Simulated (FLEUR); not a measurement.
Runs of FLEUR MaX-R8.1 (patched build s14) on C. It takes space group P6_3/mmc (No. 194, hexagonal). The conventional cell has a = 2.522 Å, b = 2.522 Å, c = 8.237 Å, α = 90.00°, β = 90.00°, γ = 120.00°. C (site symmetry 3m) has 4 C at 1.54 Å as nearest neighbours. Around C (site symmetry 3m) lie 4 C at 1.54 Å. This is a hexagonal form of diamond, not graphite.

```csv
task,level,gmax,muffin-tin radii,lmax,max iterations,mixing factor,kmax,gap on the mesh (eV),V0 of scaled cells (Å³/atom),B0 (GPa)
equation of state,revPBE,16.6 1/bohr,C 1.31 bohr,C 8,-,-,5.34 1/bohr,-,5.76,423
equation of state,LDA (von Barth-Hedin),16.1 1/bohr,C 1.31 bohr,C 5,-,-,5.19 1/bohr,-,(b),(a)
band structure,revPBE,16.1 1/bohr,C 1.35 bohr,C 8,60,0.05,5.19 1/bohr,4.41,-,-
band structure,LDA exchange alone (X-alpha),16.5 1/bohr,C 1.35 bohr,C 8,60,0.05,5.33 1/bohr,4.27,-,-
equation of state,LDA exchange alone (X-alpha),17 1/bohr,C 1.31 bohr,C 8,-,-,5.5 1/bohr,-,5.76,423
band structure,LDA (von Barth-Hedin),15.6 1/bohr,C 1.35 bohr,C 5,60,0.05,5.04 1/bohr,4.39,-,-
```

Alike in all rows: potentials or basis all-electron, FLAPW; no spin polarisation; cell as given; k mesh 12 × 12 × 4; smearing fermi-dirac 0.05 eV.

**Question.** Fill in the values left out.

**Answer.** (a) 476; (b) 5.54.

Caveats: the cell was scaled at fixed shape and fractional positions, which overstates the stiffness of a crystal with free parameters, most of all of layers and chains (some runs); small basis for a fit (some runs).

The runs were made with more than one version of the program.
